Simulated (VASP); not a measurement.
# Mo (C2/m) in VASP: a series of runs

Runs on Mo. Level: LDA. Tasks: single point.

All numbers are computed with VASP 6.6.1; they aren't measurements. Logs are shortened: lines on timing, memory, paths and dates and some standing lists are left out, and cuts for length are marked.

**1. The structure**

Symmetry: C2/m, No. 12, monoclinic system. Conventional cell: a = 3.147 Å, b = 4.450 Å, c = 6.722 Å, α = 90.00°, β = 96.72°, γ = 90.00°. Around Mo (site symmetry m) lie 1 Mo at 2.36 Å. Around Mo (site symmetry 2/m) lie 8 Mo at 2.73 Å.

This isn't the form of Mo at room conditions, which is bcc.

**2. Single point, LDA**

The input, INCAR:

```
PREC = Accurate
ENCUT = 520
EDIFF = 1E-6
ISMEAR = 1
SIGMA = 0.1
LREAL = F
LASPH = T
NELM = 100
ALGO = Fast
ISIF = 2
LWAVE = F
LCHARG = F
NBANDS = 28
```

The input, KPOINTS:

```
Automatic mesh
0
Gamma
  8 8 8
```

The input, POSCAR:

```
Mo
1.0
   -1.5734150000      1.5734150000      1.5734150000
    1.5734150000     -1.5734150000      1.5734150000
    4.7202450000      4.7202450000     -2.3601225000
Mo
3
Direct
    0.0000000000      0.0000000000      0.0000000000
   -0.2500000000     -0.2500000000      0.3333333333
   -0.5000000000     -0.5000000000      0.6666666667
```

Potentials or basis: VASP PAW LDA potentials, release 64 (Mo_sv).

Command:

```console
> cat potpaw_LDA.64/Mo_sv/POTCAR > POTCAR
> mpirun -np 1 vasp_std > vasp.out
```

OUTCAR:

```text
PREC = Accurate
   ENCUT = 520
   EDIFF = 1E-6
   ISMEAR = 1
   LREAL = F
   LASPH = T
   NELM = 100
   ISIF = 2

 ion  position               nearest neighbor table
   1  0.000  0.000  0.000-   3 2.36   2 2.73   2 2.73   2 3.15   2 3.15   3 3.24   3 3.24   3 3.24

   2  0.750  0.750  0.333-   1 2.73   1 2.73   3 2.73   3 2.73   1 3.15   1 3.15   3 3.15   3 3.15

   3  0.500  0.500  0.667-   1 2.36   2 2.73   2 2.73   2 3.15   2 3.15   1 3.24   1 3.24   1 3.24

  Warning from LATTYP: Got some problem with cell dimensions!
  Tried to take original basis but could not verify dimensions!
  LATTYP: Found a base centered monoclinic cell.
 ALAT       =     3.1468300000
 B/A-ratio  =     1.4142135624
 C/A-ratio  =     2.1360009363
 COS(beta)  =    -0.1170411472

  Lattice vectors:

 A1 = (   1.5734150000,  -1.5734150000,  -1.5734150000)
 A2 = (  -1.5734150000,   1.5734150000,  -1.5734150000)
 A3 = (   4.7202450000,   4.7202450000,   0.7867075000)

Analysis of symmetry for initial positions (statically):
=====================================================================
 Subroutine PRICEL returns:
 Original cell was already a primitive cell.

 Routine SETGRP: Setting up the symmetry group for a
 base centered monoclinic supercell.

 Subroutine GETGRP returns: Found  4 space group operations
 (whereof  2 operations were pure point group operations)
 out of a pool of  4 trial point group operations.

The static configuration has the point symmetry C_1h.
 The point group associated with its full space group is C_2h.

Analysis of symmetry for dynamics (positions and initial velocities):
=====================================================================
 Subroutine PRICEL returns:
 Original cell was already a primitive cell.

 Routine SETGRP: Setting up the symmetry group for a
 base centered monoclinic supercell.

 Subroutine GETGRP returns: Found  4 space group operations
 (whereof  2 operations were pure point group operations)
 out of a pool of  4 trial point group operations.

The dynamic configuration has the point symmetry C_1h.
 The point group associated with its full space group is C_2h.

 Subroutine INISYM returns: Found  4 space group operations
 (whereof  2 operations are pure point group operations),
 and found     1 'primitive' translations

[... 88 lines left out ...]
   ISTART =      0    job   : 0-new  1-cont  2-samecut
   ICHARG =      2    charge: 1-file 2-atom 10-const
   ISPIN  =      1    spin polarized calculation?
   LNONCOLLINEAR =      F non collinear calculations
   LSORBIT =      F    spin-orbit coupling
   LASPH  =      T    aspherical Exc in radial PAW
   ENCUT  =  520.0 eV  38.22 Ry    6.18 a.u.   5.07  5.07 13.16*2*pi/ulx,y,z
   NELM   =    100;   NELMIN=  2; NELMDL= -5     # of ELM steps
   EDIFF  = 0.1E-05   stopping-criterion for ELM
   LREAL  =      F    real-space projection
   EDIFFG = 0.1E-04   stopping-criterion for IOM
   NSW    =      0    number of steps for IOM
   IBRION =     -1    ionic relax: 0-MD 1-quasi-New 2-CG
   NFREE  =      0    steps in history (QN), initial steepest desc. (CG)
   ISIF   =      2    stress and relaxation
   ISYM   =      2    0-nonsym 1-usesym 2-fastsym
   POTIM  = 0.5000    time-step for ionic-motion
   TEBEG  =    0.0;   TEEND  =   0.0 temperature during run
   PSTRESS=    0.0 pullay stress
   NELECT =      42.0000    total number of electrons
   NUPDOWN=      -1.0000    fix difference up-down
   EMIN   =  10.00;   EMAX   =-10.00  energy-range for DOS
   EFERMI =   0.00;   METHOD = LEGACY
   ISMEAR =     1;   SIGMA  =   0.10  broadening in eV -4-tet -1-fermi 0-gaus
   EFERMI_NEDOS =   21; number of points for ismear=-14 and -15
   IALGO  =     68    algorithm
   IMIX   =      4    mixing-type and parameters
     AMIX     =   0.40;   BMIX     =  1.00
     AMIX_MAG =   1.60;   BMIX_MAG =  1.00
  volume/ion in A,a.u.               =      15.58       105.14
  Fermi-wavevector in a.u.,A,eV,Ry     =   1.579747  2.985289 33.954710  2.495601
  Thomas-Fermi vector in A             =   2.680079
   LORBIT       =      0    0 simple, 1 ext, 2 COOP (PROOUT), +10 PAW based schemes
   GGA     = CA    functional components
   LHFCALC =     F    Hartree Fock is set to
   AEXX    =    0.0000 exact exchange contribution
   IVDW    =     0    specifies the selected vdW correction
   LEPSILON=     F    determine dielectric tensor
   LRPA    =     F    only Hartree local field effects (RPA)
 non-spin polarized calculation
 RMM-DIIS sequential band-by-band and
 Methfessel and Paxton  Order N= 1 SIGMA  =   0.10
  energy-cutoff  :      520.00
  volume of cell :       46.74
 maximum number of plane-waves:      1276
   NGX = 11   NGY = 11   NGZ = 27

 number of electron      42.0000001 magnetization

 Free energy of the ion-electron system (eV)
  ---------------------------------------------------
  ext. energy  EPLUGINS =         0.00000000
  ---------------------------------------------------
  free energy    TOTEN  =       -35.68797475 eV

  energy without entropy =      -35.68835384  energy(sigma->0) =      -35.68810111

 E-fermi :  12.4132     XC(G=0): -13.5921

 val. band max:       12.4123666712   @ k =  -0.3750   0.2500   0.5000
 cond. band min:      12.4201332935   @ k =   0.2500   0.1250   0.1250
 fundamental gap:      0.0077666222
 Fermi energy:        12.4131715497

 k-point     1 :       0.0000    0.0000    0.0000
  band No.  band energies     occupation
      1     -48.4355      2.00000
      2     -48.2139      2.00000
      3     -48.0928      2.00000
      4     -23.3912      2.00000
      5     -22.8610      2.00000
      6     -22.2316      2.00000
[... 733 lines left out ...]
     27      14.6405      0.00000
     28      15.3450      0.00000

 [... further k-points ...]
[... 5 lines left out ...]
  --------------------------------------------------------------------------------------
  -------------------------------------------------------------------------------------
  Total       -0.3959124     -0.3959124     -1.5769320      1.5467285      2.0700305      2.0700306
  in kB      -13.5705838    -13.5705838    -54.0520841     53.0168070     70.9538937     70.9538942
  external PRESSURE =     -27.0644172 kB  Pullay stress =       0.0000000 kB

 VOLUME and BASIS-vectors are now :
 -----------------------------------------------------------------------------
  energy-cutoff  :      520.00
  volume of cell :       46.74
      direct lattice vectors                 reciprocal lattice vectors
    -1.573415000  1.573415000  1.573415000    -0.079445029  0.238335086  0.317780115
     1.573415000 -1.573415000  1.573415000     0.238335086 -0.079445029  0.317780115
     4.720245000  4.720245000 -2.360122500     0.105926705  0.105926705  0.000000000

 POSITION                                       TOTAL-FORCE (eV/Angst)
 -----------------------------------------------------------------------------------
      0.00000      0.00000      0.00000         1.032656      1.032656      1.604870
      1.57341      1.57341      1.57342         0.000000     -0.000000     -0.000000
      3.14683      3.14683     -0.00000        -1.032656     -1.032656     -1.604870
 -----------------------------------------------------------------------------------
    total drift:                                0.000000      0.000000     -0.000000

  FREE ENERGIE OF THE ION-ELECTRON SYSTEM (eV)
  ---------------------------------------------------
  free  energy   TOTEN  =       -35.6879747485 eV

  energy  without entropy=      -35.6883538361  energy(sigma->0) =      -35.68810111
```

OSZICAR:

```text
N       E                     dE             d eps       ncg     rms          rms(c)
DAV:   1     0.495525893057E+03    0.49553E+03   -0.25089E+04  8400   0.158E+03
DAV:   2    -0.225378150736E+02   -0.51806E+03   -0.50741E+03  8952   0.511E+02
DAV:   3    -0.375031855665E+02   -0.14965E+02   -0.14556E+02 10324   0.865E+01
DAV:   4    -0.376885380180E+02   -0.18535E+00   -0.18472E+00  9340   0.811E+00
DAV:   5    -0.376902028386E+02   -0.16648E-02   -0.16642E-02  9352   0.819E-01    0.279E+01
RMM:   6    -0.359353882946E+02    0.17548E+01   -0.33767E+00  8400   0.131E+01    0.795E+00
RMM:   7    -0.357075329829E+02    0.22786E+00   -0.13951E+00  8722   0.661E+00    0.182E+00
RMM:   8    -0.357056312790E+02    0.19017E-02   -0.21258E-01  9868   0.244E+00    0.139E+00
RMM:   9    -0.356875605144E+02    0.18071E-01   -0.46564E-02  9838   0.129E+00    0.304E-01
RMM:  10    -0.356878816501E+02   -0.32114E-03   -0.96982E-03 11054   0.468E-01    0.615E-02
RMM:  11    -0.356879702018E+02   -0.88552E-04   -0.11313E-03 11189   0.165E-01    0.289E-02
RMM:  12    -0.356879728858E+02   -0.26840E-05   -0.17066E-04 10962   0.675E-02    0.157E-02
RMM:  13    -0.356879743884E+02   -0.15027E-05   -0.31172E-05 10033   0.299E-02    0.372E-03
RMM:  14    -0.356879747485E+02   -0.36009E-06   -0.55752E-06  7951   0.121E-02
   1 F= -.35687975E+02 E0= -.35688101E+02  d E =0.379088E-03
```

stdout:

```text
POSCAR found type information on POSCAR Mo
 POSCAR found :  1 types and       3 ions
 scaLAPACK will be used
 LDA part: xc-table for (Slater(with rela. corr.)+CA(PZ))
 , standard interpolation
 POSCAR, INCAR and KPOINTS ok, starting setup
 FFT: planning ... GRIDC
 FFT: planning ... GRID_SOFT
 FFT: planning ... GRID
 WAVECAR not read
 entering main loop
WARNING in EDDRMM: call to ZHEGV failed, returncode =   8  4     28
```

Wall time 2.6 min (1 thread of AMD EPYC 7R13 (Zen 3), shared host); peak memory 0.21 GiB.

Results:

```
Free energy            : -35.6880 eV
Pressure               : -2.7 GPa
Largest force          : 2.170 eV/Å
Band gap on the k mesh : none (metal or under the smearing width)
```

Forces in eV/Å, atoms in the order of the input:
```
Mo   1.033  1.033  1.605
Mo   0.000  0.000  0.000
Mo  -1.033 -1.033 -1.605
```

Stress tensor (GPa, compression positive):
```
-1.36  5.30  7.10
 5.30 -1.36  7.10
 7.10  7.10 -5.41
```

Caveat: forces of over 1 eV/Å show positions far from the minimum, so gaps and moduli don't describe the material at rest.

**3. Single point, LDA**

This run uses another cell than the first one, of the same volume but with other edges.

The input, INCAR:

```
PREC = Accurate ; ENCUT = 520
EDIFF = 1E-6 ; ISMEAR = 1
SIGMA = 0.1 ; LREAL = False
LASPH = True ; NELM = 100
ALGO = Fast ; ISIF = 2
LWAVE = False ; LCHARG = False
GGA = CA ; NBANDS = 28
```

KPOINTS is that of step 2.

The input, POSCAR:

```
Mo
1.0
   -1.5734150000      1.5734150000      1.5734150000
    1.5734150000     -1.5734150000      1.5734150000
    4.7202450000      4.7202450000     -3.1468300000
Mo
3
Direct
    0.0000000000      0.0000000000      0.0000000000
   -0.1666666667     -0.1666666667      0.3333333333
   -0.3333333333     -0.3333333333      0.6666666667
```

Potentials or basis: VASP PAW LDA potentials, release 64 (Mo_sv).

Command:

```console
> cat potpaw_LDA.64/Mo_sv/POTCAR > POTCAR
> mpirun -np 1 vasp_std > vasp.out
```

It took 1.8 min on 1 thread of AMD EPYC 7R13 (Zen 3), shared host; peak memory 0.18 GiB.

The run converged. Its results:

```yaml
Free_energy: -34.8406 eV
Pressure: 2.4 GPa
Largest_force: 2.929 eV/Å
Band_gap_on_the_k_mesh: none (metal or under the smearing width)
```

Forces on the atoms (eV/Å):
```
Mo   2.071  2.071  0.000
Mo   0.000  0.000  0.000
Mo  -2.071 -2.071  0.000
```

Stress tensor (GPa, compression positive):
```
 6.88  8.58  0.00
 8.58  6.88  0.00
 0.00  0.00 -6.60
```

Levels at points of the mesh, in eV from the Fermi level:
| k point | band 17 | band 18 | band 19 | band 20 | band 21 | band 22 | band 23 | band 24 | band 25 | band 26 |
| --- | --- | --- | --- | --- | --- | --- | --- | --- | --- | --- |
| (0.00, 0.00, 0.00) | -2.12 | -1.78 | -1.64 | -0.28 | -0.26 | 0.04 | 0.45 | 0.88 | 1.19 | 1.70 |
| (0.50, 0.00, 0.00) | -2.92 | -2.54 | -0.13 | 0.24 | 0.53 | 1.24 | 1.59 | 2.29 | 3.12 | 3.19 |
| (0.50, 0.50, 0.00) | -3.28 | -2.17 | -1.94 | -0.43 | 1.74 | 1.99 | 2.99 | 3.83 | 4.29 | 4.47 |
| (0.00, 0.00, 0.50) | -2.76 | -2.71 | -1.31 | -1.09 | -0.43 | 0.48 | 1.09 | 1.58 | 1.99 | 2.06 |
| (0.50, 0.00, 0.50) | -2.52 | -2.24 | -1.19 | -0.88 | 0.27 | 1.74 | 2.49 | 2.65 | 3.17 | 3.38 |
| (0.50, 0.50, 0.50) | -3.32 | -1.72 | -1.54 | -1.23 | 1.15 | 1.54 | 1.90 | 4.45 | 4.53 | 5.17 |

Caveat: forces of over 1 eV/Å show positions far from the minimum, so gaps and moduli don't describe the material at rest.
